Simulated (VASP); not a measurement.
# GaP in VASP: how settings move the PBEsol relaxation

The PBEsol relaxation of GaP built on the CsCl prototype is repeated with altered inputs. Which of them can be trusted? This is a trial cell built on a prototype, not taken from a measured structure, and it needn't be the compound's ground state.

Program: VASP 6.6.1. PAW datasets, plane waves. Note: simulated data, non-magnetic, for a generated structure that need not be the stable one.

## (1) The structure to begin with

The cell comes from an earlier relaxation with PBE in another program.

It is cubic, Pm-3m (No. 221); conventional cell a = 3.207 Å, 16.49 Å³ an atom. Around Ga lie 8 P at 2.78 Å; around P lie 8 Ga at 2.78 Å.

As a file:

```xyz
2
Lattice="3.2067 0.0000 0.0000 0.0000 3.2067 0.0000 0.0000 0.0000 3.2067" Properties=species:S:1:pos:R:3 pbc="T T T"
Ga    0.0000    0.0000    0.0000
P     1.6034    1.6034    1.6034
```

The PBEsol run on sound settings gave: energy (σ→0) -8.5848 eV, final volume 15.758 Å³/atom.

## (2) Try 1

File INCAR:

```
ENCUT = 600.000000
SIGMA = 0.020000
EDIFF = 1.00e-07
EDIFFG = -5.00e-03
GGA = PS
PREC = Accurate
IBRION = 2
ISIF = 3
ISMEAR = -1
NBANDS = 16
NSW = 40
LASPH = .TRUE.
LCHARG = .FALSE.
LWAVE = .FALSE.
LREAL = .FALSE.
BMIX = 3.0
NELM = 55
```

File KPOINTS:

```
KPOINTS created by Atomic Simulation Environment
0
Gamma
8 8 8
0 0 0
```

File POSCAR:

```
Ga P
 1.0000000000000000
     3.2067216877742806   -0.0000000000000000   -0.0000000000000000
     0.0000000000000000    3.2067216877742806    0.0000000000000000
    -0.0000000000000000    0.0000000000000000    3.2067216877742806
 Ga  P
   1   1
Cartesian
  0.0000000000000000 -0.0000000000000000 -0.0000000000000000
  1.6033608438871401  1.6033608438871401  1.6033608438871401
```

Potentials: the recommended PBE PAW datasets, 18 valence electrons in the neutral cell.

Run with:

```bash
$ mpirun -np 1 vasp_std
```

## (3) Try 2

File INCAR:

```
ENCUT = 600.000000
SIGMA = 0.020000
EDIFF = 1.00e-07
EDIFFG = -5.00e-03
GGA = PS
PREC = Accurate
IBRION = 2
ISIF = 3
ISMEAR = -1
NBANDS = 16
NSW = 40
LASPH = .TRUE.
LCHARG = .FALSE.
LWAVE = .FALSE.
LREAL = .FALSE.
NELM = 84
```

File KPOINTS:

```
KPOINTS created by Atomic Simulation Environment
0
Gamma
5 5 5
0 0 0
```

File POSCAR:

```
Ga P
 1.0000000000000000
     3.2067216877742806   -0.0000000000000000   -0.0000000000000000
     0.0000000000000000    3.2067216877742806    0.0000000000000000
    -0.0000000000000000    0.0000000000000000    3.2067216877742806
 Ga  P
   1   1
Cartesian
  0.0000000000000000 -0.0000000000000000 -0.0000000000000000
  1.6033608438871401  1.6033608438871401  1.6033608438871401
```

## (4) Try 3

File INCAR:

```
ENCUT = 600.000000
SIGMA = 0.020000
PREC = Accurate
IBRION = 2
ISIF = 3
ISMEAR = -1
NBANDS = 16
NELM = 120
NSW = 40
LASPH = .TRUE.
LCHARG = .FALSE.
LWAVE = .FALSE.
LREAL = .FALSE.
GGA = 91
EDIFFG = -0.01
EDIFF = 1e-08
```

File KPOINTS:

```
KPOINTS created by Atomic Simulation Environment
0
Gamma
8 8 8
0 0 0
```

File POSCAR:

```
Ga P
 1.0000000000000000
     3.2067216877742806   -0.0000000000000000   -0.0000000000000000
     0.0000000000000000    3.2067216877742806    0.0000000000000000
    -0.0000000000000000    0.0000000000000000    3.2067216877742806
 Ga  P
   1   1
Cartesian
  0.0000000000000000 -0.0000000000000000 -0.0000000000000000
  1.6033608438871401  1.6033608438871401  1.6033608438871401
```

**Question.** What will these runs give? Wanted: for each run, changed; ending; energy change; volume; electronic steps; usable.

**Answer**, as computed:

| run | changed | ending | energy change (meV/atom) | volume (Å³/atom) | electronic steps | time | usable |
| --- | --- | --- | --- | --- | --- | --- | --- |
| ref. | – | converged | 0 | 15.758 | – | – | yes |
| 1 | BMIX = 3, NELM = 55 | converged | -0.2 | 15.758 | 33 | 22 s | yes |
| 2 | NELM = 84, mesh 5×5×5 | converged | -42.2 | 15.520 | 29 | 8.6 s | no |
| 3 | GGA = 91, EDIFFG = -0.01, EDIFF = 1e-08 | converged | – | 16.641 | 32 | 22 s | yes |

Of 3 altered inputs, 1 ended normally on a faulty or unsound input, 2 gave usable results. «BMIX = 3, NELM = 55» moves the energy by -0.2 meV/atom.
